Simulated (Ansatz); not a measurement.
Si (Fmmm), one atom moved along a line

All numbers below come from DFT LDA, scalar-relativistic, plane waves, PAW in Ansatz 0.2.0. The runs took a 420 eV cutoff, a Γ-centred 14×14×14 mesh and Gaussian smearing (0.15 eV). No spin polarisation. Energies are free energies at this smearing, counted from the undisturbed cell; pressure is positive in compression.

The undisturbed cell (relaxed at this level; this form isn't the usual structure):

```
CELL_PARAMETERS angstrom
0.00000 2.64735 4.58859
2.43201 0.00000 4.58859
2.43201 2.64735 0.00000
ATOMIC_POSITIONS crystal
Si 0.72972 0.27028 0.72972
Si 0.27028 0.72972 0.27028
Si 0.77443 0.77443 0.22557
Si 0.22557 0.22557 0.77443
```

Atom 1 (Si) is moved by x along the Cartesian unit vector (0.707, -0.707, 0.000); the cell and all other atoms stay fixed. The cell is metallic on the mesh throughout.

```
  x (Å)  ΔE (meV/cell)
-0.1000           32.2
-0.0600           11.7
 0.0000            0.0
 0.0400            5.0
 0.0800           20.6
```

Task: Predict the force along x on the moved atoms (eV/Å) at each point.

Result:
| x (Å) | force along x on the moved atoms (eV/Å) |
| --- | --- |
| -0.1000 | 0.64 |
| -0.0600 | 0.39 |
| 0.0000 | 0.00 |
| 0.0400 | -0.26 |
| 0.0800 | -0.52 |

Cost: 5 runs of about 4.7 core-minutes in all, on Intel Xeon Platinum 8259CL (Skylake/Cascade Lake) (shared hosts).